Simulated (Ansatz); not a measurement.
A run of Ansatz 0.2.0:

The input input.yaml:

```yaml
crystal:
  lattice:
    - [-1.472872, 1.71213, 4.212083]
    - [1.472872, -1.71213, 4.212083]
    - [1.472872, 1.71213, -4.212083]
  atoms:
    - { symbol: Ti, position: [0.0, 0.0, 0.0] }
    - { symbol: Si, position: [0.670078, 0.670078, 0.0] }
    - { symbol: Si, position: [0.329922, 0.329922, 0.0] }
hamiltonian:
  xc: pbesol
  pseudopotentials: { kind: paw }
kpoints:
  mp_grid: { grid: [12, 12, 12] }
scf:
  occupations: { method: fermi_dirac, width: 0.05 }
output:
  forces: true
  stress: true
  eigenvalues: true
  write_density: true
  write_potential: true
  elf: true
  volumetric_format: npy
relax:
  f_tol: 0.01
  max_steps: 40
  cell: { stress_tol: 0.05, p_target: 30.0 }
```

Potentials or basis: Ansatz PAW.

Launch:

```sh
$ ansatz run input.yaml --threads 2 --pin off --max-ram 5632MiB --backend cpu --events-out ev --progress --plain --runs-dir out
```

Hardware: 2 threads of Intel(R) Xeon(R) Processor @ 2.50GHz (Skylake/Cascade Lake), on a shared host.

Estimate the wall time of this run.

Run time: 85 s on 2 threads of Intel(R) Xeon(R) Processor @ 2.50GHz (Skylake/Cascade Lake), on a shared host, peak memory 0.52 GiB. Counts: scf iterations 35, plane waves 709, k points 280, bands 14, ion steps 7.
